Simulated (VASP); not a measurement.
ZrO2:

```
CELL_PARAMETERS angstrom
0.00000 2.55807 2.55807
2.55807 0.00000 2.55807
2.55807 2.55807 0.00000
ATOMIC_POSITIONS crystal
Zr 0.00000 0.00000 0.00000
O 0.25000 0.25000 0.25000
O 0.75000 0.75000 0.75000
```

The cell was built by a generator and needn't be a form met in nature.

Program: VASP 6.6.1. Alike in all runs: task electrostatic potential; potentials or basis VASP PAW PBE potentials, release 64 (Zr_sv, O); no spin polarisation; cell as given; cutoff (eV) 520; smearing gaussian 0.02 eV.

**Question.** Order these runs on this cell by their band gap on the k mesh, lowest first.
A. level HSE06; k mesh 8 × 8 × 8; further INCAR settings ALGO = Normal; EDIFF = 1e-06; grid for exact exchange (PRECFOCK) Fast; screening parameter 0.2 1/A
B. level PBE; k mesh 10 × 10 × 10; further INCAR settings ALGO = Fast; EDIFF = 1e-06
C. level r2SCAN; k mesh 10 × 10 × 10; further INCAR settings ALGO = Normal; EDIFF = 1e-06
D. level PBE0; k mesh 6 × 6 × 6; further INCAR settings ALGO = Normal; EDIFF = 1e-06; grid for exact exchange (PRECFOCK) Fast; exchange at q = 0 default

**Answer.** B (3.31 eV), C (3.82 eV), A (4.94 eV), D (5.68 eV).

A k mesh can miss the band edges.
